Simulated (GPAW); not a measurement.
Runs of GPAW 26.7.0 on InAs. The structure is cubic, space group F-43m (No. 216). Conventional cell: a = 6.036 Å, b = 6.036 Å, c = 6.036 Å, α = 90.00°, β = 90.00°, γ = 90.00°. In (site symmetry -43m) has 4 As at 2.61 Å as nearest neighbours. As (site symmetry -43m) is surrounded by 4 In at 2.61 Å. 

| task | level | potentials or basis | cell | k mesh | cutoff (eV) | smearing | maxiter | exx fraction | k mesh for the DOS | dos width | mesh quality | gap on the mesh (eV) | pressure (GPa) |
| --- | --- | --- | --- | --- | --- | --- | --- | --- | --- | --- | --- | --- | --- |
| hybrid scf | SCAN0 | GPAW PAW data sets (gpaw-data 1.2.1), pw | volume scaled by 0.96 | 4 × 4 × 4 | 400 | fermi-dirac 0.05 eV | 40 | 0.25 | - | - | coarse | 1.59 | - |
| density of states | RPBE+D3(BJ) | the program's PAW data sets (release 1.2.1) made for this functional, pw | as given | 8 × 8 × 8 | 600 | fermi-dirac 0.1 eV | 150 | - | 12 × 12 × 12 | 0.1 eV | not flagged | none | -4.1 |
| single point | LDA | the program's PAW data sets (release 1.2.1) made for this functional, pw | as given | 8 × 8 × 8 | 600 | gaussian 0.02 eV | 150 | - | - | - | not flagged | none | (a) |
| single point | PBE | GPAW PAW data sets (gpaw-data 1.2.1), pw | as given | 8 × 8 × 8 | 600 | gaussian 0.029 eV | 150 | - | - | - | not flagged | none | 4.0 |
| single point | PBE | GPAW PAW data sets (gpaw-data 1.2.1), pw | as given | 8 × 8 × 8 | 600 | gaussian 0.03 eV | 150 | - | - | - | not flagged | none | 4.0 |

Alike in all rows: no spin polarisation.

**Question.** Estimate the missing entries.

**Answer.** (a) -0.5.

Caveats: some runs use coarse meshes; this crystal is a semiconductor, whose small gap the functional closes, so the metal is an error of the method (some runs); exact exchange converges slowly with the k mesh, and this mesh is small (some runs); the scaled meta-GGA exchange is a class typed in the script (some runs); the PAW data sets were made with another functional, which shifts forces and pressure a little (some runs); spin-orbit coupling is left out, which moves the levels of the heavy elements (some runs); pairwise dispersion overbinds metals, which lowers pressure and volume (some runs).

A k mesh can miss the band edges, and the runs leave out spin-orbit coupling on As, In.

A gap of «none» marks a metal or a gap under the smearing width.
